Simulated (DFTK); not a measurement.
**HfN under changes of volume**

One of the cells (11.482 Å³/atom); the others are scaled copies at fixed shape and fractional positions:

```
Hf N
1.0
     0.00000    2.25600    2.25600
     2.25600    0.00000    2.25600
     2.25600    2.25600    0.00000
Hf N
1 1
Direct
  0.00000 0.00000 0.00000
  0.50000 0.50000 0.50000
```

```yaml
Program: DFTK 0.8.2
Functional: LDA
Potentials_or_basis: cp2k.nc.sr.lda.v0_1.semicore.gth (LDA, GTH)
Cutoff: 2231 eV
k_mesh: 6 × 6 × 6
Occupations: fermi-dirac, width 0.05 eV
Spin: no spin polarisation
```

```csv
volume (Å³/atom),energy over the lowest point (meV/atom),pressure (GPa)
10.793,6.94,7.3
11.023,0.00,0.5
11.252,2.38,-5.6
11.482,13.05,-11.1
11.712,31.19,-16.0
11.941,56.01,-20.4
12.171,?,?
```

**Question.** What does the run at 12.171 Å³/atom give?

**Answer.** Energy over the lowest point 86.87 meV/atom; pressure -24.3 GPa.

Worked out: A Birch-Murnaghan fit of order 3 (a polynomial in V^(-2/3)) to the other rows has its minimum at 11.08 Å³/atom with B0 = V·E''(V) = 304 GPa and B' = 4.2. It gives 86.95 meV/atom at 12.171 Å³/atom, against the run's 86.87, and -dE/dV = -23.5 GPa, against -24.3.

Energies are extrapolated to zero smearing.

Caveats: all runs use coarse meshes; GTH potentials come without recommended cutoffs, and this one wasn't checked for convergence.
